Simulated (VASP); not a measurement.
# TaN in VASP: reference runs

Aim: a first look at TaN with PBE, on the cell as given.

Program: VASP 6.6.1. These are calculated values, not measurements. Logs are shortened: lines on timing, memory, paths and dates and some standing lists are left out, and cuts for length are marked.

### 1 The cell of the first run

The cell holds a slab with vacuum, 10 atoms: a = 3.082 Å, b = 3.082 Å, c = 26.322 Å, α = 90.00°, β = 90.00°, γ = 120.00°.

### 2 Single point, PBE (the (1 1 1) slab of TaN, cut from the database cell, not relaxed)

File INCAR:

```
PREC     = Accurate       # precision mode
ENCUT    = 520            # plane-wave cutoff, eV
EDIFF    = 1E-7           # SCF threshold, eV
ISMEAR   = -1             # smearing method
SIGMA    = 0.05           # smearing width, eV
LREAL    = False          # projectors in reciprocal space
LASPH    = True           # aspherical terms in the spheres
NELM     = 60             # most SCF steps
ALGO     = Normal         # electronic algorithm
ISIF     = 2              # what is computed and relaxed
LWAVE    = False          # write WAVECAR
LCHARG   = False          # write CHGCAR
LDIPOL   = True         
IDIPOL   = 3            
DIPOL    = 0.5 0.5 0.500
GGA      = PE             # functional
NBANDS   = 51             # bands
```

File KPOINTS:

```
Automatic mesh
0
Gamma
  10 10 1
```

File POSCAR:

```
TaN
1.0
    3.0815713524      0.0000000000      0.0000000000
   -1.5407856762      2.6687190748      0.0000000000
    0.0000000000      0.0000000000     26.3224161291
Ta N
5 5
Direct
    0.3333333333      0.6666666667      0.2849282514
    0.0000000000      0.0000000000      0.3805156952
    0.6666666667      0.3333333333      0.4761031390
    0.3333333333      0.6666666667      0.5716905829
    0.0000000000      0.0000000000      0.6672780267
    0.6666666667      0.3333333333      0.3327219733
    0.3333333333      0.6666666667      0.4283094171
    0.0000000000      0.0000000000      0.5238968610
    0.6666666667      0.3333333333      0.6194843048
    0.3333333333      0.6666666667      0.7150717486
```

Potentials or basis: VASP PAW PBE potentials, release 64 (Ta_pv, N).

On the command line:

```bash
> cat potpaw_PBE.64/Ta_pv/POTCAR potpaw_PBE.64/N/POTCAR > POTCAR
> mpirun -np 1 vasp_std > vasp.out
```

OUTCAR:

```text
PREC = Accurate
   ENCUT = 520
   EDIFF = 1E-7
   ISMEAR = -1
   LREAL = False
   LASPH = True
   NELM = 60
   ISIF = 2
   GGA = PE

 ion  position               nearest neighbor table
   1  0.333  0.667  0.285-   6 2.18   6 2.18   6 2.18   2 3.08   2 3.08   2 3.08
   2  0.000  0.000  0.381-   7 2.18   6 2.18   7 2.18   6 2.18   7 2.18   6 2.18   3 3.08   1 3.08
                             3 3.08   1 3.08   3 3.08   1 3.08
   3  0.667  0.333  0.476-   7 2.18   7 2.18   7 2.18   8 2.18   8 2.18   8 2.18   2 3.08   2 3.08
                             2 3.08   4 3.08   4 3.08   4 3.08
   4  0.333  0.667  0.572-   8 2.18   9 2.18   9 2.18   8 2.18   8 2.18   9 2.18   5 3.08   5 3.08
                             5 3.08   3 3.08   3 3.08   3 3.08
   5  0.000  0.000  0.667-  10 2.18   9 2.18  10 2.18   9 2.18  10 2.18   9 2.18   4 3.08   4 3.08
                             4 3.08
   6  0.667  0.333  0.333-   1 2.18   2 2.18   1 2.18   2 2.18   2 2.18   1 2.18
   7  0.333  0.667  0.428-   2 2.18   3 2.18   3 2.18   2 2.18   2 2.18   3 2.18
   8  0.000  0.000  0.524-   4 2.18   4 2.18   4 2.18   3 2.18   3 2.18   3 2.18
   9  0.667  0.333  0.619-   4 2.18   5 2.18   4 2.18   5 2.18   5 2.18   4 2.18
  10  0.333  0.667  0.715-   5 2.18   5 2.18   5 2.18

  LATTYP: Found a hexagonal cell.
 ALAT       =     3.0815713524
 C/A-ratio  =     8.5418811116

  Lattice vectors:

 A1 = (   3.0815713524,   0.0000000000,   0.0000000000)
 A2 = (  -1.5407856762,   2.6687190748,   0.0000000000)
 A3 = (   0.0000000000,   0.0000000000,  26.3224161291)

Analysis of symmetry for initial positions (statically):
=====================================================================
 Subroutine PRICEL returns:
 Original cell was already a primitive cell.

 Routine SETGRP: Setting up the symmetry group for a
 hexagonal supercell.

 Subroutine GETGRP returns: Found  6 space group operations
 (whereof  6 operations were pure point group operations)
 out of a pool of 24 trial point group operations.

The static configuration has the point symmetry C_3v.

Analysis of symmetry for dynamics (positions and initial velocities):
=====================================================================
 Subroutine PRICEL returns:
 Original cell was already a primitive cell.

 Routine SETGRP: Setting up the symmetry group for a
 hexagonal supercell.

 Subroutine GETGRP returns: Found  6 space group operations
 (whereof  6 operations were pure point group operations)
 out of a pool of 24 trial point group operations.

The dynamic configuration has the point symmetry C_3v.

 Subroutine INISYM returns: Found  6 space group operations
 (whereof  6 operations are pure point group operations),
 and found     1 'primitive' translations

----------------------------------------------------------------------------------------

                                     Primitive cell

  volume of cell :     216.4716

  direct lattice vectors                    reciprocal lattice vectors
     3.081571352  0.000000000  0.000000000     0.324509766  0.187355801  0.000000000
    -1.540785676  2.668719075  0.000000000     0.000000000  0.374711602  0.000000000
     0.000000000  0.000000000 26.322416129     0.000000000  0.000000000  0.037990434

  length of vectors
     3.081571352  3.081571352 26.322416129     0.374711602  0.374711602  0.037990434

  position of ions in fractional coordinates (direct lattice)
     0.333333333  0.666666667  0.284928251
     0.000000000  0.000000000  0.380515695
     0.666666667  0.333333333  0.476103139
     0.333333333  0.666666667  0.571690583
     0.000000000  0.000000000  0.667278027
     0.666666667  0.333333333  0.332721973
     0.333333333  0.666666667  0.428309417
     0.000000000  0.000000000  0.523896861
     0.666666667  0.333333333  0.619484305
     0.333333333  0.666666667  0.715071749

  ion indices of the primitive-cell ions
   primitive index   ion index
                 1           1
                 2           2
                 3           3
                 4           4
                 5           5
                 6           6
                 7           7
                 8           8
                 9           9
                10          10

----------------------------------------------------------------------------------------

 KPOINTS: Automatic mesh

Automatic generation of k-mesh.
 Grid dimensions read from file:
 generate k-points for:   10   10    1

 Generating k-lattice:

  Cartesian coordinates                     Fractional coordinates (reciprocal lattice)
     0.032450977  0.018735580  0.000000000     0.100000000  0.000000000  0.000000000
     0.000000000  0.037471160  0.000000000     0.000000000  0.100000000  0.000000000
     0.000000000  0.000000000  0.037990434     0.000000000  0.000000000  1.000000000

  Length of vectors
     0.037471160  0.037471160  0.037990434

  Shift w.r.t. Gamma in fractional coordinates (k-lattice)
     0.000000000  0.000000000  0.000000000

 Subroutine IBZKPT returns following result:
 ===========================================

 Found     14 irreducible k-points:

 Following reciprocal coordinates:
            Coordinates               Weight
  0.000000  0.000000  0.000000      1.000000
  0.100000  0.000000  0.000000      6.000000
  0.200000  0.000000  0.000000      6.000000
  0.300000 -0.000000  0.000000      6.000000
  0.400000 -0.000000  0.000000      6.000000
  0.500000 -0.000000  0.000000      3.000000
  0.100000  0.100000  0.000000      6.000000
  0.200000  0.100000  0.000000     12.000000
  0.300000  0.100000  0.000000     12.000000
  0.400000  0.100000  0.000000     12.000000
  0.200000  0.200000  0.000000      6.000000
  0.300000  0.200000  0.000000     12.000000
  0.400000  0.200000  0.000000      6.000000
  0.300000  0.300000  0.000000      6.000000
   k-points           NKPTS =     14   k-points in BZ     NKDIM =     14   number of bands    NBANDS=     51
   number of dos      NEDOS =    301   number of ions     NIONS =     10
   total plane-waves  NPLWV = 112896
   dimension x,y,z NGX =    24 NGY =   24 NGZ =  196
   dimension x,y,z NGXF=    48 NGYF=   48 NGZF=  392
   ions per type =               5   5
   NGX,Y,Z   is equivalent  to a cutoff of  12.95, 12.95, 12.38 a.u.
   NGXF,Y,Z  is equivalent  to a cutoff of  25.90, 25.90, 24.76 a.u.
 SYSTEM =  unknown system
   PREC   = accura    normal or accurate (medium, high low for compatibility)
   ISTART =      0    job   : 0-new  1-cont  2-samecut
   ICHARG =      2    charge: 1-file 2-atom 10-const
   ISPIN  =      1    spin polarized calculation?
   LNONCOLLINEAR =      F non collinear calculations
   LSORBIT =      F    spin-orbit coupling
   LASPH  =      T    aspherical Exc in radial PAW
   ENCUT  =  520.0 eV  38.22 Ry    6.18 a.u.   5.73  5.73 48.94*2*pi/ulx,y,z
   NELM   =     60;   NELMIN=  2; NELMDL= -5     # of ELM steps
   EDIFF  = 0.1E-06   stopping-criterion for ELM
   LREAL  =      F    real-space projection
   EDIFFG = 0.1E-05   stopping-criterion for IOM
   NSW    =      0    number of steps for IOM
   IBRION =     -1    ionic relax: 0-MD 1-quasi-New 2-CG
   NFREE  =      0    steps in history (QN), initial steepest desc. (CG)
   ISIF   =      2    stress and relaxation
   ISYM   =      2    0-nonsym 1-usesym 2-fastsym
   POTIM  = 0.5000    time-step for ionic-motion
   TEBEG  =    0.0;   TEEND  =   0.0 temperature during run
   PSTRESS=    0.0 pullay stress
   NELECT =      80.0000    total number of electrons
   NUPDOWN=      -1.0000    fix difference up-down
   EMIN   =  10.00;   EMAX   =-10.00  energy-range for DOS
   EFERMI =   0.00;   METHOD = LEGACY
   ISMEAR =    -1;   SIGMA  =   0.05  broadening in eV -4-tet -1-fermi 0-gaus
   EFERMI_NEDOS =   21; number of points for ismear=-14 and -15
   IALGO  =     38    algorithm
   IMIX   =      4    mixing-type and parameters
     AMIX     =   0.40;   BMIX     =  1.00
     AMIX_MAG =   1.60;   BMIX_MAG =  1.00
  volume/ion in A,a.u.               =      21.65       146.08
  Fermi-wavevector in a.u.,A,eV,Ry     =   1.174820  2.220087 18.778779  1.380201
  Thomas-Fermi vector in A             =   2.311211
   LORBIT       =      0    0 simple, 1 ext, 2 COOP (PROOUT), +10 PAW based schemes
   GGA     = PE    functional components
   LHFCALC =     F    Hartree Fock is set to
   AEXX    =    0.0000 exact exchange contribution
   IVDW    =     0    specifies the selected vdW correction
   LEPSILON=     F    determine dielectric tensor
   LRPA    =     F    only Hartree local field effects (RPA)
 non-spin polarized calculation
  energy-cutoff  :      520.00
  volume of cell :      216.47
 maximum number of plane-waves:      5852
 NGX is ok and might be reduce to    24
   NGX = 11   NGY = 11   NGZ = 97

 dipolmoment           0.000000      0.000000     -0.255571 electrons x Angstroem

 number of electron      80.0000002 magnetization

 dipolmoment           0.000000      0.000000      0.108093 electrons x Angstroem

 Free energy of the ion-electron system (eV)
  ---------------------------------------------------
  ext. energy  EPLUGINS =         0.00000000
  ---------------------------------------------------
  free energy    TOTEN  =      -106.41565144 eV

  energy without entropy =     -106.38425844  energy(sigma->0) =     -106.39995494

 E-fermi :   1.3063     XC(G=0):  -7.3406

 val. band max:        1.2747733635   @ k =   0.2000   0.1000   0.0000
 cond. band min:       1.3294607204   @ k =   0.2000   0.2000   0.0000
 fundamental gap:      0.0546873568
 Fermi energy:         1.3063447977

 k-point     1 :       0.0000    0.0000    0.0000
  band No.  band energies     occupation
      1     -35.2403      2.00000
      2     -34.9335      2.00000
      3     -34.5896      2.00000
      4     -34.5896      2.00000
      5     -34.5805      2.00000
      6     -34.3940      2.00000
[... 43 lines left out ...]
     50       2.8671      0.00000
     51       3.2701      0.00000
[... 700 lines left out ...]
     50       4.4551      0.00000
     51       4.9161      0.00000

------------------------ aborting loop because EDIFF is reached ----------------------------------------

 vacuum level on the upper side and lower side of the slab       (xc-potential included)         1.030        -1.309

  FORCE on cell =-STRESS in cart. coord.  units (eV):
  Direction    XX          YY          ZZ          XY          YZ          ZX
  --------------------------------------------------------------------------------------
  -------------------------------------------------------------------------------------
  Total        4.1571081      4.1571081      2.5010307      0.0000000     -0.0000000      0.0000000
  in kB       30.7681268     30.7681268     18.5109526      0.0000000     -0.0000000      0.0000000
  external PRESSURE =      26.6824021 kB  Pullay stress =       0.0000000 kB

 VOLUME and BASIS-vectors are now :
 -----------------------------------------------------------------------------
  energy-cutoff  :      520.00
  volume of cell :      216.47
      direct lattice vectors                 reciprocal lattice vectors
     3.081571352  0.000000000  0.000000000     0.324509766  0.187355801  0.000000000
    -1.540785676  2.668719075  0.000000000     0.000000000  0.374711602  0.000000000
     0.000000000  0.000000000 26.322416129     0.000000000  0.000000000  0.037990434

 POSITION                                       TOTAL-FORCE (eV/Angst)
 -----------------------------------------------------------------------------------
     -0.00000      1.77915      7.50000        -0.000000      0.000000     -0.020728
      0.00000      0.00000     10.01609        -0.000000     -0.000000     -0.053012
      1.54079      0.88957     12.53218        -0.000000     -0.000000     -0.248582
     -0.00000      1.77915     15.04828        -0.000000     -0.000000      0.216732
      0.00000      0.00000     17.56437        -0.000000     -0.000000      5.703108
      1.54079      0.88957      8.75805        -0.000000      0.000000     -0.497764
     -0.00000      1.77915     11.27414        -0.000000      0.000000     -0.226782
      0.00000      0.00000     13.79023        -0.000000     -0.000000     -0.238045
      1.54079      0.88957     16.30632         0.000000     -0.000000     -0.159990
     -0.00000      1.77915     18.82242         0.000000     -0.000000     -4.474938
 -----------------------------------------------------------------------------------
    total drift:                                0.000000     -0.000000     -0.000227

  FREE ENERGIE OF THE ION-ELECTRON SYSTEM (eV)
  ---------------------------------------------------
  free  energy   TOTEN  =      -106.4156514441 eV

  energy  without entropy=     -106.3842584424  energy(sigma->0) =     -106.39995494

 vacuum level on the upper side and lower side of the slab         8.569         6.184
```

It took 9.1 min on 1 thread of Intel Xeon Platinum 8488C (Sapphire Rapids), shared host; peak memory 0.38 GiB.

What came out:

```yaml
Free_energy: -106.4157 eV
Largest_force: 5.703 eV/Å
Band_gap_on_the_k_mesh: none (metal or under the smearing width)
```

Forces on the atoms (eV/Å):
```
Ta   0.000  0.000 -0.021
Ta   0.000  0.000 -0.053
Ta   0.000  0.000 -0.249
Ta   0.000  0.000  0.217
Ta   0.000  0.000  5.703
N    0.000  0.000 -0.498
N    0.000  0.000 -0.227
N    0.000  0.000 -0.238
N    0.000  0.000 -0.160
N    0.000  0.000 -4.475
```
